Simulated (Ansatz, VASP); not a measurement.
SrCl2: VASP beside Ansatz

INCAR

```
SYSTEM = SrCl2
PREC = Accurate
ENCUT = 520
EDIFF = 1E-7
ISMEAR = -1
SIGMA = 0.05
LREAL = .FALSE.
LASPH = .TRUE.
NELM = 100
ALGO = Normal
ISIF = 2
LWAVE = .FALSE.
LCHARG = .FALSE.
GGA = PS
NBANDS = 19
```

Contents of KPOINTS:

```
regular mesh
0
G
  7 7 7
  0 0 0
```

Contents of POSCAR:

```
SrCl2
1.0
    0.0000000000      3.5114523289      3.5114523289
    3.5114523289      0.0000000000      3.5114523289
    3.5114523289      3.5114523289      0.0000000000
Sr Cl
1 2
Direct
    0.0000000000      0.0000000000      0.0000000000
    0.7500000000      0.7500000000      0.7500000000
    0.2500000000      0.2500000000      0.2500000000
```

File input.yaml:

```yaml
crystal:
  lattice:
    - [0.0, 3.5114523289, 3.5114523289]
    - [3.5114523289, 0.0, 3.5114523289]
    - [3.5114523289, 3.5114523289, 0.0]
  atoms:
    - { symbol: Sr, position: [0.0, 0.0, 0.0] }
    - { symbol: Cl, position: [0.75, 0.75, 0.75] }
    - { symbol: Cl, position: [0.25, 0.25, 0.25] }
hamiltonian:
  xc: pbesol
  pseudopotentials: { kind: paw }
kpoints:
  mp_grid: { grid: [7, 7, 7] }
scf:
  occupations: { method: fermi_dirac, width: 0.05 }
output:
  forces: true
  stress: true
  eigenvalues: true
  write_density: true
  write_potential: true
  elf: true
  volumetric_format: npy
```

Change from the starting cell: volume scaled by 1.02.

Alike in both runs: task single point; functional PBEsol; k mesh 7 × 7 × 7; occupations fermi-dirac, width 0.05 eV; no spin polarisation.

|  | VASP | Ansatz |
| --- | --- | --- |
| version | VASP 6.6.1 | Ansatz 0.2.0 |
| potentials or method | VASP PAW PBE potentials, release 64 (Sr_sv, Cl) | Ansatz PAW |
| plane-wave cutoff (eV) | 520 | 420 |
| valence electrons in the cell | 24 | 24 |

```tsv
	VASP	Ansatz	Ansatz less VASP
gap on the k mesh at the Fermi level (eV)	5.10	5.10	+0.008
least direct gap on the mesh (eV)	5.40	5.40	+0.006
pressure (GPa)	-1.6	-1.7	-0.11
```

Caveats: the PAW data sets were made with another functional, which shifts forces and pressure a little (VASP); an odd mesh through Γ misses points on the zone boundary, where band edges often lie (VASP); odd divisions of the mesh miss points on the zone boundary, where band edges often lie, so the gap on the mesh can be too wide (Ansatz); the PAW data sets come from PBE, with cores solved anew for the run's functional, which leaves a small shift of forces and pressure (Ansatz).
